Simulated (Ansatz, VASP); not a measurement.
# SnTe in VASP and in Ansatz

The input INCAR:

```
SYSTEM = SnTe
PREC = Accurate
ENCUT = 520
EDIFF = 1E-6
ISMEAR = -1
SIGMA = 0.05
LREAL = .False.
LASPH = .True.
NELM = 80
ALGO = Normal
ISIF = 2
LWAVE = .False.
LCHARG = .True.
GGA = PE
LELF = .True.
LVHAR = .True.
NBANDS = 17
```

KPOINTS

```
regular mesh
0
Gamma
  9 9 9
  0 0 0
```

POSCAR

```
SnTe
1.0
    0.0000000000      3.5825333663      3.5825333663
    3.5825333663      0.0000000000      3.5825333663
    3.5825333663      3.5825333663      0.0000000000
Sn Te
1 1
Direct
    0.0000000000      0.0000000000      0.0000000000
    0.2500000000      0.2500000000      0.2500000000
```

Input for Ansatz:

```yaml
crystal:
  lattice:
    - [0.0, 3.5825333663, 3.5825333663]
    - [3.5825333663, 0.0, 3.5825333663]
    - [3.5825333663, 3.5825333663, 0.0]
  atoms:
    - { symbol: Sn, position: [0.0, 0.0, 0.0] }
    - { symbol: Te, position: [0.25, 0.25, 0.25] }
kpoints:
  mp_grid: { grid: [9, 9, 9] }
scf:
  occupations: { method: fermi_dirac, width: 0.05 }
hamiltonian:
  xc: pbe
  pseudopotentials: { kind: all_electron, lapw: { basis_error: 0.001 } }
output:
  forces: true
  stress: true
  eigenvalues: true
```

Change from the starting cell: volume scaled by 0.98.

Alike in both runs: task single point; functional PBE; k mesh 9 × 9 × 9; occupations fermi-dirac, width 0.05 eV; no spin polarisation.

|  | VASP | Ansatz |
| --- | --- | --- |
| version | VASP 6.6.1 | Ansatz 0.2.0 |
| potentials or method | VASP PAW PBE potentials, release 64 (Sn_d, Te) | all-electron LAPW, scalar-relativistic |
| plane-wave cutoff (eV) | 520 | see its input |

```tsv
	VASP	Ansatz	Ansatz less VASP
pressure (GPa)	0.5	0.5	+0.03
```

Ansatz ran all-electron here, so the differences hold the error of VASP's frozen core and of both bases.

Caveats: spin-orbit coupling is left out, which moves the levels of the heavy elements; an odd mesh through Γ misses points on the zone boundary, where band edges often lie.
